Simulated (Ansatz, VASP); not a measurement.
Ti in VASP and in Ansatz

```xyz
2
Lattice="2.9500 0.0000 0.0000 -1.4750 2.5548 0.0000 0.0000 0.0000 4.7797" Properties=species:S:1:pos:R:3 pbc="T T T"
Ti    0.0000    1.7032    1.1949
Ti    1.4750    0.8516    3.5848
```

Change from the starting cell: zz strain of +2 %, crystal datasets.

Alike in both runs: task electric field gradients; functional PBE; k mesh 13 × 13 × 7; occupations fermi-dirac, width 0.08 eV; no spin polarisation.

|  | VASP | Ansatz |
| --- | --- | --- |
| version | VASP 6.6.1 | Ansatz 0.2.0 |
| potentials or method | VASP PAW PBE potentials, release 64 (Ti_sv), cutoff 520 eV | all-electron PAW with datasets made for the crystal, scalar-relativistic |

Ansatz gave:

* pressure (GPa): -3.6
* largest component of the traceless stress (GPa): 1.64
* Vzz of the field gradient on the site that differs most (V/Å²): 13.5

Which values does VASP return?

Pressure (GPa): -3.8; largest component of the traceless stress (GPa): 1.63; Vzz of the field gradient on the site that differs most (V/Å²): 12.1.

Ansatz ran all-electron here, so the differences hold the error of VASP's frozen core and of both bases.
